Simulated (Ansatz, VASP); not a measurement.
# Si (Si(110)) in two plane-wave programs

One calculation is typed for both programs; each brings its own data sets and cutoff. How far apart do they land? The structure shown is the end of the VASP relaxation below.

Method: plane waves, with VASP 6.6.1 beside it; single point at PBE, in Ansatz 0.2.0.

## 1. Starting point

The cell holds 18 atoms: 18 Si. Cell: a = 3.790 Å, b = 5.359 Å, c = 31.635 Å, α = 90.0°, β = 90.0°, γ = 90.0°. It derives from Si. As first built, before any earlier steps moved the atoms (in the runner's words): 9 layers, strained by -2 % in the plane. Vacuum lies along c.

## 2. VASP: relaxation, PBE

This run makes the geometry at which the two programs are then compared.

Lines of VASP's logs that name or quote its potential files are left out, and so is its time.

Contents of INCAR:

```
SYSTEM = Si
PREC = Normal
ENCUT = 320
EDIFF = 1E-05
NELM = 120
ISMEAR = 0
SIGMA = 0.03
LREAL = Auto
ALGO = Fast
GGA = PE
NBANDS = 54
LORBIT = 11
LWAVE = .FALSE.
LCHARG = .FALSE.
KPAR = 2
NCORE = 2
IBRION = 2
NSW = 60
ISIF = 2
EDIFFG = -0.03
POTIM = 0.4
MAXMIX = 40
IDIPOL = 3
LDIPOL = .TRUE.
DIPOL = 0.5 0.5 0.5
```

Contents of POSCAR:

```
Si
1.0
    3.7896078943      0.0000000000      0.0000000000
    0.0000000000      5.3593148801      0.0000000000
    0.0000000000      0.0000000000     31.6347361808
Si
18
Direct
    0.7500000000      0.3750000000      0.7471134300
    0.2500000000      0.6250000000      0.7471134300
    0.2500000000      0.8750000000      0.6853350700
    0.7500000000      0.1250000000      0.6853350700
    0.7500000000      0.3750000000      0.6235567100
    0.2500000000      0.6250000000      0.6235567100
    0.2500000000      0.8750000000      0.5617783600
    0.7500000000      0.1250000000      0.5617783600
    0.7500000000      0.3750000000      0.5000000000
    0.2500000000      0.6250000000      0.5000000000
    0.2500000000      0.8750000000      0.4382216400
    0.7500000000      0.1250000000      0.4382216400
    0.7500000000      0.3750000000      0.3764432900
    0.2500000000      0.6250000000      0.3764432900
    0.2500000000      0.8750000000      0.3146649300
    0.7500000000      0.1250000000      0.3146649300
    0.7500000000      0.3750000000      0.2528865700
    0.2500000000      0.6250000000      0.2528865700
```

Contents of KPOINTS:

```
Automatic mesh
0
Gamma
6 5 1
0 0 0
```

Potentials, in the order of the species: Si (PBE family, release 64).

Started as:

```console
mpirun -np 4 vasp_std
```

Numbers of over 12 decimals in the logs are rounded to 6 here.

Output:

```text
[banner, memory and clock lines left out]
running    4 mpi-ranks, on    1 nodes
 distrk:  each k-point on    2 cores,    2 groups
 distr:  one band on    2 cores,    1 groups

 POSCAR found type information on POSCAR Si
 POSCAR found :  1 types and      18 ions
 LDA part: xc-table for (Slater+PW92), standard interpolation
 POSCAR, INCAR and KPOINTS ok, starting setup
 FFT: planning ... GRIDC
 FFT: planning ... GRID_SOFT
 FFT: planning ... GRID
 WAVECAR not read
 entering main loop
       N       E                     dE             d eps       ncg     rms          rms(c)
DAV:   1     0.215967052933E+03    0.21597E+03   -0.19420E+04  1296   0.703E+02
DAV:   2    -0.729105722100E+02   -0.28888E+03   -0.27597E+03  1696   0.155E+02
DAV:   3    -0.937403167622E+02   -0.20830E+02   -0.20358E+02  1562   0.398E+01
DAV:   4    -0.945517512598E+02   -0.81143E+00   -0.80736E+00  1960   0.896E+00
DAV:   5    -0.945760299539E+02   -0.24279E-01   -0.24266E-01  1868   0.149E+00    0.146E+01
RMM:   6    -0.931285683992E+02    0.14475E+01   -0.12509E+00  1296   0.234E+00    0.867E+00
RMM:   7    -0.927068263259E+02    0.42174E+00   -0.19917E+00  1311   0.332E+00    0.125E+00
RMM:   8    -0.926118769035E+02    0.94949E-01   -0.31057E-01  1351   0.156E+00    0.691E-01
RMM:   9    -0.925986517257E+02    0.13225E-01   -0.57322E-02  1321   0.766E-01    0.209E-01
RMM:  10    -0.926001618910E+02   -0.15102E-02   -0.18952E-02  1616   0.399E-01    0.242E-01
RMM:  11    -0.926006551113E+02   -0.49322E-03   -0.21209E-03  1502   0.139E-01    0.199E-01
RMM:  12    -0.926007099991E+02   -0.54888E-04   -0.17571E-03  1306   0.110E-01    0.385E-02
RMM:  13    -0.926007564242E+02   -0.46425E-04   -0.30246E-04  1328   0.497E-02    0.200E-02
RMM:  14    -0.926010804216E+02   -0.32400E-03   -0.48442E-04  1267   0.411E-02    0.178E-02
RMM:  15    -0.926011404033E+02   -0.59982E-04   -0.67185E-05  1073   0.213E-02    0.111E-02
RMM:  16    -0.926012044512E+02   -0.64048E-04   -0.36213E-05   937   0.139E-02    0.662E-03
RMM:  17    -0.926012398460E+02   -0.35395E-04   -0.12968E-05   894   0.959E-03    0.477E-03
RMM:  18    -0.926012706802E+02   -0.30834E-04   -0.71934E-06   878   0.663E-03    0.551E-03
RMM:  19    -0.926012920448E+02   -0.21365E-04   -0.21886E-06   730   0.423E-03    0.114E-03
RMM:  20    -0.926013181000E+02   -0.26055E-04   -0.16927E-06   618   0.354E-03    0.264E-03
RMM:  21    -0.926013319388E+02   -0.13839E-04   -0.48064E-07   499   0.274E-03    0.533E-04
RMM:  22    -0.926013367972E+02   -0.48584E-05   -0.31973E-07   489   0.260E-03
   1 F= -.92601337E+02 E0= -.92596744E+02  d E =-.926013E+02
[... from here on, the cycles between the ionic steps are left out ...]
   2 F= -.92646120E+02 E0= -.92641400E+02  d E =-.447836E-01
   3 F= -.92651071E+02 E0= -.92646477E+02  d E =-.497341E-01
   4 F= -.92658920E+02 E0= -.92654454E+02  d E =-.784946E-02
   5 F= -.92663107E+02 E0= -.92658802E+02  d E =-.120362E-01
   6 F= -.92663169E+02 E0= -.92658880E+02  d E =-.120986E-01
   7 F= -.92665875E+02 E0= -.92661518E+02  d E =-.270593E-02
   8 F= -.92666331E+02 E0= -.92661783E+02  d E =-.316130E-02
   9 F= -.92666498E+02 E0= -.92662035E+02  d E =-.332868E-02
 curvature:  -1.40 expect dE=-0.169E-02 dE for cont linesearch -0.107E-04
 trial: gam= 0.40298 g(F)=  0.121E-02 g(S)=  0.000E+00 ort = 0.166E-03 (trialstep = 0.157E+01)
 search vector abs. value=  0.193E-02
 bond charge predicted
       N       E                     dE             d eps       ncg     rms          rms(c)
DAV:   1    -0.926677137932E+02   -0.12249E-02   -0.40653E-02  1334   0.598E-01    0.970E-02
RMM:   2    -0.926677372708E+02   -0.23478E-04   -0.25695E-03  1310   0.176E-01    0.682E-02
RMM:   3    -0.926678606621E+02   -0.12339E-03   -0.63223E-04  1393   0.881E-02    0.713E-02
RMM:   4    -0.926678674502E+02   -0.67881E-05   -0.12393E-04  1321   0.411E-02    0.274E-02
RMM:   5    -0.926678767832E+02   -0.93329E-05   -0.30825E-05   990   0.209E-02
  10 F= -.92667877E+02 E0= -.92663346E+02  d E =-.137862E-02
 trial-energy change:   -0.001379  1 .order   -0.001389   -0.002002   -0.000777
 step:   2.5609(harm=  2.5609)  dis= 0.00772  next Energy=   -92.668134 (dE=-0.164E-02)
 reached required accuracy - stopping structural energy minimisation
```

OUTCAR, selected parts (step 2):

```text
ion  position               nearest neighbor table
   1  0.750  0.375  0.747-   2 2.32   2 2.32   4 2.37
   2  0.250  0.625  0.747-   1 2.32   1 2.32   3 2.37
   3  0.250  0.875  0.685-   4 2.32   4 2.32   6 2.37   2 2.37
   4  0.750  0.125  0.685-   3 2.32   3 2.32   5 2.37   1 2.37
   5  0.750  0.375  0.624-   6 2.32   6 2.32   8 2.37   4 2.37
   6  0.250  0.625  0.624-   5 2.32   5 2.32   7 2.37   3 2.37
   7  0.250  0.875  0.562-   8 2.32   8 2.32   6 2.37  10 2.37
   8  0.750  0.125  0.562-   7 2.32   7 2.32   5 2.37   9 2.37
   9  0.750  0.375  0.500-  10 2.32  10 2.32  12 2.37   8 2.37
  10  0.250  0.625  0.500-   9 2.32   9 2.32  11 2.37   7 2.37
  11  0.250  0.875  0.438-  12 2.32  12 2.32  14 2.37  10 2.37
  12  0.750  0.125  0.438-  11 2.32  11 2.32  13 2.37   9 2.37
  13  0.750  0.375  0.376-  14 2.32  14 2.32  12 2.37  16 2.37
  14  0.250  0.625  0.376-  13 2.32  13 2.32  11 2.37  15 2.37
  15  0.250  0.875  0.315-  16 2.32  16 2.32  18 2.37  14 2.37
  16  0.750  0.125  0.315-  15 2.32  15 2.32  17 2.37  13 2.37
  17  0.750  0.375  0.253-  18 2.32  18 2.32  16 2.37
  18  0.250  0.625  0.253-  17 2.32  17 2.32  15 2.37

  LATTYP: Found a simple orthorhombic cell.
 ALAT       =     3.7896078943
 B/A-ratio  =     1.4142135623
 C/A-ratio  =     8.3477597322

 Subroutine GETGRP returns: Found  8 space group operations
 (whereof  4 operations were pure point group operations)

The static configuration has the point symmetry C_2h.
 The point group associated with its full space group is D_2h.

 Found     12 irreducible k-points:

   k-points           NKPTS =     12   k-points in BZ     NKDIM =     12   number of bands    NBANDS=     54

   dimension x,y,z NGX =    18 NGY =   24 NGZ =  140
   dimension x,y,z NGXF=    36 NGYF=   48 NGZF=  280

   ENCUT  =  320.0 eV  23.52 Ry    4.85 a.u.   5.53  7.82 46.14*2*pi/ulx,y,z

   NELECT =      72.0000    total number of electrons

 k-points in reciprocal lattice and weights: Automatic mesh
   0.00000000  0.00000000  0.00000000       0.033
   0.16666667  0.00000000  0.00000000       0.067
   0.33333333  0.00000000  0.00000000       0.067
   0.50000000  0.00000000  0.00000000       0.033
   0.00000000  0.20000000  0.00000000       0.067
   0.16666667  0.20000000  0.00000000       0.133
   0.33333333  0.20000000  0.00000000       0.133
   0.50000000  0.20000000  0.00000000       0.067
   0.00000000  0.40000000  0.00000000       0.067
   0.16666667  0.40000000  0.00000000       0.133
   0.33333333  0.40000000  0.00000000       0.133
   0.50000000  0.40000000  0.00000000       0.067

 dipolmoment           0.000000      0.000000      0.000000 electrons x Angstroem

 average (electrostatic) potential at core
       1 -87.9112       2 -87.9112       3 -88.0536       4 -88.0536       5 -88.0397
       6 -88.0397       7 -88.0541       8 -88.0541       9 -88.0608      10 -88.0608
      11 -88.0541      12 -88.0541      13 -88.0397      14 -88.0397      15 -88.0536
      16 -88.0536      17 -87.9112      18 -87.9112

 E-fermi :   1.1416

 k-point     1 :       0.0000    0.0000    0.0000
  band No.  band energies     occupation
    ...
     31       0.3131      2.00000
     32       0.7097      2.00000
     33       0.9906      2.00000
     34       1.0628      1.99980
     35       1.1178      1.73761
     36       1.2821      0.00000
     37       1.7761      0.00000
     38       1.9988      0.00000
     39       2.1588      0.00000
     40       2.2688      0.00000
    ...

 k-point     2 :       0.1667    0.0000    0.0000
  band No.  band energies     occupation
    ...
     32      -0.3577      2.00000
     33      -0.0597      2.00000
     34       0.0413      2.00000
     35       0.7785      2.00000
     36       0.8270      2.00000
     37       1.8125      0.00000
     38       2.1184      0.00000
     39       2.4377      0.00000
     40       2.9527      0.00000
     41       3.0071      0.00000
    ...

 k-point     3 :       0.3333    0.0000    0.0000
  band No.  band energies     occupation
    ...
     32      -1.1682      2.00000
     33      -0.9220      2.00000
     34      -0.2869      2.00000
     35       0.4180      2.00000
     36       0.4928      2.00000
     37       1.5492      0.00000
     38       1.7091      0.00000
     39       2.0657      0.00000
     40       2.2154      0.00000
     41       2.7622      0.00000
    ...

  Total       10.2009489      4.4124552     -0.5698852      0.0000000      0.0000000      0.0000000
  in kB       25.4380249     11.0033042     -1.4211183      0.0000000      0.0000000      0.0000000
  external PRESSURE =      11.6734036 kB  Pullay stress =       0.0000000 kB

  energy-cutoff  :      320.00
  volume of cell :      642.49
      direct lattice vectors                 reciprocal lattice vectors
     3.789607894  0.000000000  0.000000000     0.263879543  0.000000000  0.000000000
     0.000000000  5.359314880  0.000000000     0.000000000  0.186591014  0.000000000
     0.000000000  0.000000000 31.634736181     0.000000000  0.000000000  0.031610822

 POSITION                                       TOTAL-FORCE (eV/Angst)
 -----------------------------------------------------------------------------------
      2.84221      2.04111     23.60293        -0.000000     -0.002421     -0.020369
      0.94740      3.31820     23.60293        -0.000000      0.002421     -0.020369
      0.94740      4.67758     21.71018        -0.000000     -0.017880     -0.006994
      2.84221      0.68174     21.71018         0.000000      0.017880     -0.006994
      2.84221      1.99684     19.73341        -0.000000      0.007921      0.024398
      0.94740      3.36247     19.73341        -0.000000     -0.007921      0.024398
      0.94740      4.67659     17.77198         0.000000     -0.001176      0.022494
      2.84221      0.68273     17.77198        -0.000000      0.001176      0.022494
      2.84221      1.99844     15.81737        -0.000000     -0.007278     -0.000000
      0.94740      3.36088     15.81737        -0.000000      0.007278     -0.000000
      0.94740      4.67659     13.86275         0.000000     -0.001176     -0.022494
      2.84221      0.68273     13.86275         0.000000      0.001176     -0.022494
      2.84221      1.99684     11.90132         0.000000      0.007921     -0.024398
      0.94740      3.36247     11.90132        -0.000000     -0.007921     -0.024398
      0.94740      4.67758      9.92456        -0.000000     -0.017880      0.006994
      2.84221      0.68174      9.92456         0.000000      0.017880      0.006994
      2.84221      2.04111      8.03181        -0.000000     -0.002421      0.020369
      0.94740      3.31820      8.03181        -0.000000      0.002421      0.020369
 -----------------------------------------------------------------------------------
    total drift:                               -0.000000     -0.000000      0.000000

  FREE ENERGIE OF THE ION-ELECTRON SYSTEM (eV)
  ---------------------------------------------------
  free  energy   TOTEN  =       -92.6678767832 eV

  energy  without entropy=      -92.6588147568  energy(sigma->0) =      -92.66334577

 reached required accuracy - stopping structural energy minimisation

 vacuum level on the upper side and lower side of the slab         5.975         5.975

 total charge
# of ion       s       p       d       tot
------------------------------------------
    1        0.789   0.881   0.000   1.670
    2        0.789   0.881   0.000   1.670
    3        0.764   0.920   0.000   1.684
    4        0.764   0.920   0.000   1.684
    5        0.756   0.937   0.000   1.694
    6        0.756   0.937   0.000   1.694
    7        0.754   0.945   0.000   1.699
    8        0.754   0.945   0.000   1.699
    9        0.753   0.947   0.000   1.700
   10        0.753   0.947   0.000   1.700
   11        0.754   0.945   0.000   1.699
   12        0.754   0.945   0.000   1.699
   13        0.756   0.937   0.000   1.694
   14        0.756   0.937   0.000   1.694
   15        0.764   0.920   0.000   1.684
   16        0.764   0.920   0.000   1.684
   17        0.789   0.881   0.000   1.670
   18        0.789   0.881   0.000   1.670
--------------------------------------------------
tot         13.762  16.628   0.000  30.390

[... 3 further parts left out ...]
```

(Part 1 of 2 ends here.)

[Lines on the potential files, build, host, timing and source positions are cut from VASP's logs without a mark.]

[Logs are printed without paths, hosts, clocks, repeated set-up lines and the standing remarks that a program may print on its own settings, such as how far it seeks lower states.]

[Hosts, paths, dates, database ids (printed as entryN), source tags and the programs' standing remarks are cut or masked in the printed files.]
